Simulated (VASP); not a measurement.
# H3Se4 (P1) in VASP: single point with r2SCAN

Aim: the single point of H3Se4 with r2SCAN.

All numbers are computed with VASP 6.6.1; they aren't measurements. Logs are shortened: lines on timing, memory, paths and dates and some standing lists are left out, and cuts for length are marked.

## (1) The crystal as given

The typed cell holds 7 atoms: a = 3.583 Å, b = 5.383 Å, c = 6.197 Å, α = 126.96°, β = 96.27°, γ = 64.99°.

The cell was built by a generator and needn't be a form met in nature.

## (2) Single point, r2SCAN

POSCAR reads:

```
H3Se4
1.0
    0.6947624007      3.4920976997      0.3997456683
    5.1561686813      1.1968866839      0.9797330149
   -2.9830905465      0.5181640390     -5.4070994833
Se H
4 3
Direct
    0.8307415886      0.4835295278      0.2530160654
    0.2846957667      0.4735049182      0.7334975114
    0.7576239519      0.9852259385      0.2194739631
    0.3159871528     -0.0293274512      0.7506442190
   -0.1109995651      1.0940104351      0.6869571179
    1.1096373545      0.0053401145      0.3640959548
    0.5166707506      0.4853405171      0.0729721685
```

INCAR.step1 reads:

```
SYSTEM = H3Se4
ALGO     = Normal         ! electronic algorithm
EDIFF    = 1E-4           ! SCF threshold, eV
ENCUT    = 520            ! plane-wave cutoff, eV
GGA      = PE             ! functional
ISMEAR   = -1             ! smearing method
LASPH    = .TRUE.         ! aspherical terms in the spheres
LCHARG   = .FALSE.        ! write CHGCAR
LREAL    = .FALSE.        ! projectors in reciprocal space
LWAVE    = .TRUE.         ! write WAVECAR
NBANDS   = 22             ! bands
NELM     = 100            ! most SCF steps
PREC     = Accurate       ! precision mode
SIGMA    = 0.0162         ! smearing width, eV
```

INCAR.step2 reads:

```
SYSTEM = H3Se4
ALGO     = Normal         ! electronic algorithm
EDIFF    = 1E-6           ! SCF threshold, eV
ENCUT    = 520            ! plane-wave cutoff, eV
ISIF     = 2              ! what is computed and relaxed
ISMEAR   = -1             ! smearing method
ISTART   = 1            
LASPH    = .TRUE.         ! aspherical terms in the spheres
LCHARG   = .TRUE.         ! write CHGCAR
LELF     = .TRUE.         ! ELF
LMIXTAU  = .TRUE.       
LREAL    = .FALSE.        ! projectors in reciprocal space
LVHAR    = .TRUE.       
LWAVE    = .FALSE.        ! write WAVECAR
METAGGA  = R2SCAN         ! meta-GGA
NBANDS   = 22             ! bands
NELM     = 100            ! most SCF steps
PREC     = Accurate       ! precision mode
SIGMA    = 0.0162         ! smearing width, eV
```

KPOINTS reads:

```
Automatic mesh
0
Gamma
  5 4 3
  0.5 0.5 0
```

Potentials or basis: VASP PAW PBE potentials, release 64 (Se, H).

On the command line:

```sh
cat potpaw_PBE.64/Se/POTCAR potpaw_PBE.64/H/POTCAR > POTCAR
cp INCAR.step1 INCAR
mpirun -np 1 vasp_std > vasp.out
cp INCAR.step2 INCAR
mpirun -np 1 vasp_std > vasp.out
```

OUTCAR:

```text
SYSTEM = H3Se4
   EDIFF = 1E-6
   ENCUT = 520
   ISIF = 2
   ISMEAR = -1
   ISTART = 1
   LASPH = .TRUE.
   LREAL = .FALSE.
   METAGGA = R2SCAN
   NELM = 100
   PREC = Accurate

 ion  position               nearest neighbor table
   1  0.831  0.484  0.253-   7 1.50   4 2.67   4 2.69   3 2.69   3 2.73
   2  0.285  0.474  0.733-   3 2.66   4 2.66   3 2.70   4 2.73
   3  0.758  0.985  0.219-   6 1.47   2 2.66   1 2.69   2 2.70   1 2.73
   4  0.316  0.971  0.751-   5 1.50   2 2.66   1 2.67   1 2.69   2 2.73
   5  0.889  0.094  0.687-   4 1.50
   6  0.110  0.005  0.364-   3 1.47
   7  0.517  0.485  0.073-   1 1.50

  LATTYP: Found a triclinic cell.
 ALAT       =     3.5829091165
 B/A-ratio  =     2.0829725943
 C/A-ratio  =     3.6060174883
 COS(alpha) =     0.0092224517
 COS(beta)  =     0.6260145191
 COS(gamma) =     0.7459119673

  Lattice vectors:

 A1 = (  -0.6947624007,  -3.4920976997,  -0.3997456683)
 A2 = (   0.7835533334,  -5.2691446765,  -5.2268578050)
 A3 = (  -0.5795123897,  -9.2174101613,   9.0349746151)

Analysis of symmetry for initial positions (statically):
=====================================================================
 Subroutine PRICEL returns:
 Original cell was already a primitive cell.

 Routine SETGRP: Setting up the symmetry group for a
 triclinic supercell.

 Subroutine GETGRP returns: Found  1 space group operations
 (whereof  1 operations were pure point group operations)
 out of a pool of  2 trial point group operations.

The static configuration has the point symmetry C_1 .

Analysis of symmetry for dynamics (positions and initial velocities):
=====================================================================
 Subroutine PRICEL returns:
 Original cell was already a primitive cell.

 Routine SETGRP: Setting up the symmetry group for a
 triclinic supercell.

 Subroutine GETGRP returns: Found  1 space group operations
 (whereof  1 operations were pure point group operations)
 out of a pool of  2 trial point group operations.

The dynamic configuration has the point symmetry C_1 .

 Subroutine INISYM returns: Found  1 space group operations
 (whereof  1 operations are pure point group operations),
 and found     1 'primitive' translations

----------------------------------------------------------------------------------------

                                     Primitive cell

  volume of cell :      84.7996

  direct lattice vectors                    reciprocal lattice vectors
     0.694762401  3.492097700  0.399745668    -0.082304051  0.294309111  0.073610784
     5.156168681  1.196886684  0.979733015     0.225110275 -0.030238031 -0.127090799
    -2.983090547  0.518164039 -5.407099483     0.034703870  0.016279263 -0.202528077

  length of vectors
     3.582909116  5.383167282  6.197099967     0.314341147  0.260271100  0.206123737

  position of ions in fractional coordinates (direct lattice)
     0.830741589  0.483529528  0.253016065
     0.284695767  0.473504918  0.733497511
     0.757623952  0.985225939  0.219473963
     0.315987153  0.970672549  0.750644219
     0.889000435  0.094010435  0.686957118
     0.109637355  0.005340115  0.364095955
     0.516670751  0.485340517  0.072972169

  ion indices of the primitive-cell ions
   primitive index   ion index
                 1           1
                 2           2
                 3           3
                 4           4
                 5           5
                 6           6
                 7           7

----------------------------------------------------------------------------------------

 KPOINTS: Automatic mesh

Automatic generation of k-mesh.
 Grid dimensions read from file:
 generate k-points for:    5    4    3

 Generating k-lattice:

  Cartesian coordinates                     Fractional coordinates (reciprocal lattice)
    -0.016460810  0.058861822  0.014722157     0.200000000 -0.000000000  0.000000000
     0.056277569 -0.007559508 -0.031772700    -0.000000000  0.250000000  0.000000000
     0.011567957  0.005426421 -0.067509359    -0.000000000 -0.000000000  0.333333333

  Length of vectors
     0.062868229  0.065067775  0.068707912

  Shift w.r.t. Gamma in fractional coordinates (k-lattice)
     0.500000000  0.500000000  0.000000000

 Subroutine IBZKPT returns following result:
 ===========================================

 Found     30 irreducible k-points:

 Following reciprocal coordinates:
            Coordinates               Weight
  0.100000  0.125000 -0.000000      2.000000
  0.300000  0.125000  0.000000      2.000000
  0.500000  0.125000  0.000000      2.000000
 -0.300000  0.125000  0.000000      2.000000
 -0.100000  0.125000  0.000000      2.000000
  0.100000  0.375000  0.000000      2.000000
[... 16 lines left out ...]
  0.500000 -0.375000  0.333333      2.000000
 -0.300000 -0.375000  0.333333      2.000000
 [... further k-points ...]
   k-points           NKPTS =     30   k-points in BZ     NKDIM =     30   number of bands    NBANDS=     22
   number of dos      NEDOS =    301   number of ions     NIONS =      7
   total plane-waves  NPLWV =  53760
   dimension x,y,z NGX =    28 NGY =   40 NGZ =   48
   dimension x,y,z NGXF=    56 NGYF=   80 NGZF=   96
   ions per type =               4   3
   NGX,Y,Z   is equivalent  to a cutoff of  12.99, 12.35, 12.88 a.u.
   NGXF,Y,Z  is equivalent  to a cutoff of  25.98, 24.71, 25.75 a.u.
 SYSTEM =  H3Se4
   PREC   = accura    normal or accurate (medium, high low for compatibility)
   ISTART =      1    job   : 0-new  1-cont  2-samecut
   ICHARG =      0    charge: 1-file 2-atom 10-const
   ISPIN  =      1    spin polarized calculation?
   LNONCOLLINEAR =      F non collinear calculations
   LSORBIT =      F    spin-orbit coupling
   LASPH  =      T    aspherical Exc in radial PAW
   ENCUT  =  520.0 eV  38.22 Ry    6.18 a.u.   6.66 10.01 11.52*2*pi/ulx,y,z
   NELM   =    100;   NELMIN=  2; NELMDL=  0     # of ELM steps
   EDIFF  = 0.1E-05   stopping-criterion for ELM
   LREAL  =      F    real-space projection
   EDIFFG = 0.1E-04   stopping-criterion for IOM
   NSW    =      0    number of steps for IOM
   IBRION =     -1    ionic relax: 0-MD 1-quasi-New 2-CG
   NFREE  =      0    steps in history (QN), initial steepest desc. (CG)
   ISIF   =      2    stress and relaxation
   ISYM   =      2    0-nonsym 1-usesym 2-fastsym
   POTIM  = 0.5000    time-step for ionic-motion
   TEBEG  =    0.0;   TEEND  =   0.0 temperature during run
   PSTRESS=    0.0 pullay stress
   NELECT =      27.0000    total number of electrons
   NUPDOWN=      -1.0000    fix difference up-down
   EMIN   =  10.00;   EMAX   =-10.00  energy-range for DOS
   EFERMI =   0.00;   METHOD = LEGACY
   ISMEAR =    -1;   SIGMA  =   0.02  broadening in eV -4-tet -1-fermi 0-gaus
   EFERMI_NEDOS =   21; number of points for ismear=-14 and -15
   IALGO  =     38    algorithm
   IMIX   =      4    mixing-type and parameters
     AMIX     =   0.40;   BMIX     =  1.00
     AMIX_MAG =   1.60;   BMIX_MAG =  1.00
  volume/ion in A,a.u.               =      12.11        81.75
  Fermi-wavevector in a.u.,A,eV,Ry     =   1.117888  2.112502 17.002835  1.249673
  Thomas-Fermi vector in A             =   2.254514
   LORBIT       =      0    0 simple, 1 ext, 2 COOP (PROOUT), +10 PAW based schemes
   METAGGA = R2SCAN    functional components
   LHFCALC =     F    Hartree Fock is set to
   AEXX    =    0.0000 exact exchange contribution
   IVDW    =     0    specifies the selected vdW correction
   LEPSILON=     F    determine dielectric tensor
   LRPA    =     F    only Hartree local field effects (RPA)
 non-spin polarized calculation
  energy-cutoff  :      520.00
  volume of cell :       84.80
 maximum number of plane-waves:      2299
 NGX is ok and might be reduce to    28
   NGX = 13   NGY = 21   NGZ = 23

 number of electron      27.0000001 magnetization

 Free energy of the ion-electron system (eV)
  ---------------------------------------------------
  ext. energy  EPLUGINS =         0.00000000
  ---------------------------------------------------
  free energy    TOTEN  =       -64.87416541 eV

  energy without entropy =      -64.87388061  energy(sigma->0) =      -64.87402301

 E-fermi :   6.3568     XC(G=0): -11.2267

 val. band max:        6.2979082546   @ k =  -0.1000  -0.1250   0.3333
 cond. band min:       6.4165654309   @ k =  -0.3000   0.3750  -0.0000
 fundamental gap:      0.1186571763
 Fermi energy:         6.3568431705

 k-point     1 :       0.1000    0.1250   -0.0000
  band No.  band energies     occupation
      1     -12.0471      2.00000
      2      -8.6906      2.00000
      3      -7.9984      2.00000
      4      -5.7757      2.00000
      5      -2.6011      2.00000
      6      -2.3045      2.00000
[... 14 lines left out ...]
     21      11.8138      0.00000
     22      15.3423      0.00000

 k-point     2 :       0.3000    0.1250    0.0000
  band No.  band energies     occupation
      1     -11.3740      2.00000
      2      -8.5155      2.00000
      3      -7.9392      2.00000
      4      -6.1647      2.00000
      5      -1.9605      2.00000
      6      -1.7011      2.00000
[... 14 lines left out ...]
     21      14.1740      0.00000
     22      15.1399      0.00000

 k-point     3 :       0.5000    0.1250    0.0000
  band No.  band energies     occupation
      1     -10.0924      2.00000
      2      -9.0469      2.00000
      3      -8.1975      2.00000
      4      -7.1454      2.00000
      5      -2.6200      2.00000
      6      -1.9179      2.00000
[... 14 lines left out ...]
     21      14.2532      0.00000
     22      15.7041      0.00000
[... 476 lines left out ...]
 k-point    23 :       0.5000   -0.3750    0.3333
  band No.  band energies     occupation
      1      -9.8165      2.00000
      2      -8.9893      2.00000
      3      -8.5849      2.00000
      4      -7.6753      2.00000
      5      -2.4954      2.00000
      6      -1.4178      2.00000
[... 14 lines left out ...]
     21      15.7409      0.00000
     22      16.6423      0.00000

 k-point    24 :      -0.3000   -0.3750    0.3333
  band No.  band energies     occupation
      1     -11.0488      2.00000
      2      -8.8117      2.00000
      3      -8.0714      2.00000
      4      -7.0307      2.00000
      5      -2.3347      2.00000
      6      -1.3746      2.00000
[... 14 lines left out ...]
     21      14.7453      0.00000
     22      16.3355      0.00000

 [... further k-points ...]

------------------------ aborting loop because EDIFF is reached ----------------------------------------

  FORCE on cell =-STRESS in cart. coord.  units (eV):
  Direction    XX          YY          ZZ          XY          YZ          ZX
  --------------------------------------------------------------------------------------
  -------------------------------------------------------------------------------------
  Total       10.5639093     10.7105666     10.5893658     -0.0372863     -0.0681447      0.0130023
  in kB      199.5913062    202.3622047    200.0722720     -0.7044754     -1.2875049      0.2456618
  external PRESSURE =     200.6752610 kB  Pullay stress =       0.0000000 kB

 VOLUME and BASIS-vectors are now :
 -----------------------------------------------------------------------------
  energy-cutoff  :      520.00
  volume of cell :       84.80
      direct lattice vectors                 reciprocal lattice vectors
     0.694762401  3.492097700  0.399745668    -0.082304051  0.294309111  0.073610784
     5.156168681  1.196886684  0.979733015     0.225110275 -0.030238031 -0.127090799
    -2.983090547  0.518164039 -5.407099483     0.034703870  0.016279263 -0.202528077

 POSITION                                       TOTAL-FORCE (eV/Angst)
 -----------------------------------------------------------------------------------
      2.31556      3.61086     -0.56227        -0.009656      0.036258     -0.027530
      0.45118      1.94099     -3.38838         0.001408     -0.003487      0.001381
      4.95165      3.93862      0.08140         0.004020     -0.054205      0.024322
      2.98525      2.65420     -2.98149        -0.014547      0.039195     -0.007339
     -0.94688      3.57295     -3.26697         0.012925     -0.034120      0.007076
     -0.98242      0.57792     -1.91964        -0.002419      0.047993     -0.020333
      2.64378      2.42297      0.28747         0.008269     -0.031634      0.022423
 -----------------------------------------------------------------------------------
    total drift:                                0.000017      0.000048     -0.000173

  FREE ENERGIE OF THE ION-ELECTRON SYSTEM (eV)
  ---------------------------------------------------
  free  energy   TOTEN  =       -64.8741654085 eV

  energy  without entropy=      -64.8738806102  energy(sigma->0) =      -64.87402301
```

Wall time 4.3 min (1 thread of Intel Xeon Platinum 8259CL at 2.50GHz (Skylake/Cascade Lake), shared host); peak memory 0.25 GiB.

Results:

```yaml
Free_energy: -64.8742 eV
Pressure: 20.1 GPa
Largest_force: 0.060 eV/Å
Band_gap_on_the_k_mesh: none (metal or under the smearing width)
```

Forces on the atoms (eV/Å):
```
Se  -0.010  0.036 -0.028
Se   0.001 -0.003  0.001
Se   0.004 -0.054  0.024
Se  -0.015  0.039 -0.007
H    0.013 -0.034  0.007
H   -0.002  0.048 -0.020
H    0.008 -0.032  0.022
```

Levels at points of the mesh, in eV from the Fermi level:
```
           k point  band 11  band 12  band 13  band 14  band 15  band 16
(0.10, 0.12, 0.00)    -4.06    -1.76     1.62     2.21     2.48     2.93
```

Caveat: the k mesh is coarse (spacing up to 0.43 Å⁻¹), so the values aren't converged; so large a pressure means that the cell lies far from this level's equilibrium, or that cutoff or potentials fall short; the potentials were made for another functional, which shifts forces and pressure.
